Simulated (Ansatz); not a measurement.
Stress against strain in Ga

```
CELL_PARAMETERS angstrom
-1.40400 1.40400 2.22900
1.40400 -1.40400 2.22900
1.40400 1.40400 -2.22900
ATOMIC_POSITIONS crystal
Ga 0.00000 0.00000 0.00000
```

The cell is COD entry 9012723, as deposited and not checked against the literature; nothing was relaxed.

Theory: Ansatz 0.2.0, DFT, PBE, all-electron LAPW, scalar-relativistic.

Numerical set-up: a Γ-centred 14×14×16 k mesh, Fermi–Dirac smearing of 0.05 eV, basis error target 0.25 meV/atom, no spin polarisation; this mesh doesn't keep the crystal's whole symmetry, which leaves small spurious terms.

The strain is applied along the Cartesian axes of the cell as listed (the other components stay zero). Fractional coordinates are held (clamped ions).

σ is the change of stress from the unstrained cell, which is at 4.32 GPa; tension is positive, so slopes are stress–strain coefficients at that pressure. In a metal the k mesh adds noise.

Only quantities that a quadratic follows smoothly over the whole series are listed; rougher ones are left out.

```
    εzz  σzz (GPa)  σxx (GPa)
-0.0300      -2.99      -1.87
-0.0200      -1.88      -1.21
-0.0100      -0.85      -0.61
 0.0000       0.00       0.00
 0.0200       1.54       1.11
 0.0300       1.90       1.78
```

Fit the series and read off the stiffness at zero strain.

Least-squares fits y = p0 + p1 x + p2 x² to the rows give σzz (GPa): p1 = 82.7, p2 = -630; σxx (GPa): p1 = 59.9, p2 = -43. So C33 = 83 GPa and C13 = 60 GPa, for these axes.

One run, at εzz = 0.0100, is withheld. Predict its row.

The fits give 0.81, 0.58; the run gave 0.89, 0.53.
